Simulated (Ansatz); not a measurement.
# CaF2: the cost of one run

Program: Ansatz 0.2.0. Level of theory: DFT PBEsol, scalar-relativistic, plane waves, PAW. These are calculated values, not measurements.

1 further run of the same task is left out (it didn't finish).

## 1. The starting structure

The structure is cubic, space group Fm-3m (No. 225). Conventional cell: a = 5.463 Å, b = 5.463 Å, c = 5.463 Å, α = 90.00°, β = 90.00°, γ = 90.00°. Ca (site symmetry m-3m) has 8 F at 2.37 Å as nearest neighbours. F (site symmetry -43m) has 4 Ca at 2.37 Å as nearest neighbours.

As a file:

```cif
data_structure
_symmetry_space_group_name_H-M 'Fm-3m'
_symmetry_Int_Tables_number 225
_cell_length_a 5.4625
_cell_length_b 5.4625
_cell_length_c 5.4625
_cell_angle_alpha 90.000
_cell_angle_beta 90.000
_cell_angle_gamma 90.000
_cell_volume 163.00
loop_
_atom_site_label
_atom_site_type_symbol
_atom_site_symmetry_multiplicity
_atom_site_Wyckoff_symbol
_atom_site_fract_x
_atom_site_fract_y
_atom_site_fract_z
_atom_site_occupancy
Ca1 Ca 4 a 0.00000 0.00000 0.00000 1
F1 F 8 c 0.25000 0.75000 0.75000 1
```

The cell is taken as given, not relaxed at this level.

## 2. Zero of the scan

File input.yaml:

```yaml
crystal:
  lattice:
    - [0.0, 2.73125, 2.73125]
    - [2.73125, 0.0, 2.73125]
    - [2.73125, 2.73125, 0.0]
  atoms:
    - { symbol: Ca, position: [0.0, 0.0, 0.0] }
    - { symbol: F, position: [0.25, 0.25, 0.25] }
    - { symbol: F, position: [0.75, 0.75, 0.75] }
basis:
  ecutwfc: 420
kpoints:
  mp_grid: { grid: [8, 8, 8] }
hamiltonian:
  xc: pbesol
scf:
  occupations: { method: gaussian, width: 0.05 }
output:
  forces: true
  stress: true
  eigenvalues: true
```

Launch:

```
ansatz run input.yaml --threads 1 --pin off --max-ram 1228MiB --backend cpu --events-out ev --progress --plain --runs-dir out
```

**Question.** How long does this run take on 1 thread of an x86-64 CPU, shared host, and how much memory does it need?

About 1 s, with a peak of 0.38 GiB.
